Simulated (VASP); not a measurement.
# GaAs: relaxed cell and band gap, by functional

GaAs, F-43m (no. 216), 2 atoms in the cell.

| Functional | Volume (Å³/atom) | Change from the starting volume (fraction) | Gap, path and mesh (eV) | Time (s) |
|---|---|---|---|---|
| rMS-PBEl | 23.27 | 0.030 | 0.55 | 110 |
| SCAN-L | 22.59 | 0.000 | 0.38 | 93 |
| rSCAN-L | 22.91 | 0.014 | 0.66 | 138 |
| r2SCAN-L | 22.91 | 0.014 | 0.68 | 254 |

Limits: rows 2, 3, 4: functionals of the density's Laplacian are noisy on the grid, so small differences in pressure and volume may be numerical.

## Input of the first row

INCAR.step1:
```
SYSTEM = GaAs
ALGO = Normal
EDIFF = 1E-5
ENCUT = 600
GGA = PE
GGA_COMPAT = .FALSE.
ISIF = 2
ISMEAR = 0
KPAR = 2
LASPH = .TRUE.
LCHARG = .FALSE.
LREAL = .FALSE.
LWAVE = .TRUE.
NELM = 150
PREC = Accurate
SIGMA = 0.02
```

INCAR.step2:
```
SYSTEM = GaAs
ALGO = Normal
EDIFF = 1E-7
EDIFFG = -0.005
ENCUT = 600
GGA_COMPAT = .FALSE.
IBRION = 2
ISIF = 3
ISMEAR = 0
ISTART = 1
KPAR = 2
LASPH = .TRUE.
LCHARG = .FALSE.
LMIXTAU = .TRUE.
LREAL = .FALSE.
LWAVE = .FALSE.
METAGGA = RMSPBEL
NELM = 150
NSW = 60
PREC = Accurate
SIGMA = 0.02
```

INCAR.step3, as INCAR.step2 but for:
```
- ISTART = 1
- NSW = 60
+ NSW = 40
```

INCAR.step4, as INCAR.step3 but for:
```
- EDIFFG = -0.005
- IBRION = 2
- ISIF = 3
- NSW = 40
+ ISIF = 2
+ NBANDS = 16
```

KPOINTS:
```
k-points
0
Gamma
  6 6 6
```

KPOINTS_OPT:
```
path GXWKGLUWLK,UX
8
line-mode
reciprocal
 0.0000000000  0.0000000000  0.0000000000  G
 0.5000000000  0.0000000000  0.5000000000  X

 0.5000000000  0.0000000000  0.5000000000  X
 0.5000000000  0.2500000000  0.7500000000  W

 0.5000000000  0.2500000000  0.7500000000  W
 0.3750000000  0.3750000000  0.7500000000  K

 0.3750000000  0.3750000000  0.7500000000  K
 0.0000000000  0.0000000000  0.0000000000  G

 0.0000000000  0.0000000000  0.0000000000  G
 0.5000000000  0.5000000000  0.5000000000  L

 0.5000000000  0.5000000000  0.5000000000  L
 0.6250000000  0.2500000000  0.6250000000  U

 0.6250000000  0.2500000000  0.6250000000  U
 0.5000000000  0.2500000000  0.7500000000  W

 0.5000000000  0.2500000000  0.7500000000  W
 0.5000000000  0.5000000000  0.5000000000  L

 0.5000000000  0.5000000000  0.5000000000  L
 0.3750000000  0.3750000000  0.7500000000  K

 0.6250000000  0.2500000000  0.6250000000  U
 0.5000000000  0.0000000000  0.5000000000  X
```

POSCAR.step1:
```
GaAs
1.0
    0.0000000000      2.8268500000      2.8268500000
    2.8268500000      0.0000000000      2.8268500000
    2.8268500000      2.8268500000      0.0000000000
As Ga
1 1
Direct
    0.7500000000      0.7500000000      0.7500000000
    0.0000000000      0.0000000000      0.0000000000
```

Commands (each step's output is kept before the next begins):
```
cat potpaw_PBE.64/As/POTCAR potpaw_PBE.64/Ga_d/POTCAR > POTCAR
cp INCAR.step1 INCAR
cp POSCAR.step1 POSCAR
mpirun -np 2 vasp_std > vasp.out
cp INCAR.step2 INCAR
mpirun -np 2 vasp_std > vasp.out
cp CONTCAR POSCAR
rm WAVECAR CHG
cp INCAR.step3 INCAR
mpirun -np 2 vasp_std > vasp.out
cp CONTCAR POSCAR
rm WAVECAR CHG
cp INCAR.step4 INCAR
mpirun -np 2 vasp_std > vasp.out
```

Changes of the last row against the first:
```
- METAGGA = RMSPBEL
+ METAGGA = R2SCANL
```

VASP 6.6.1 took 110 s on 2 cores (Intel Xeon 6975P-C (Granite Rapids)), a shared host.
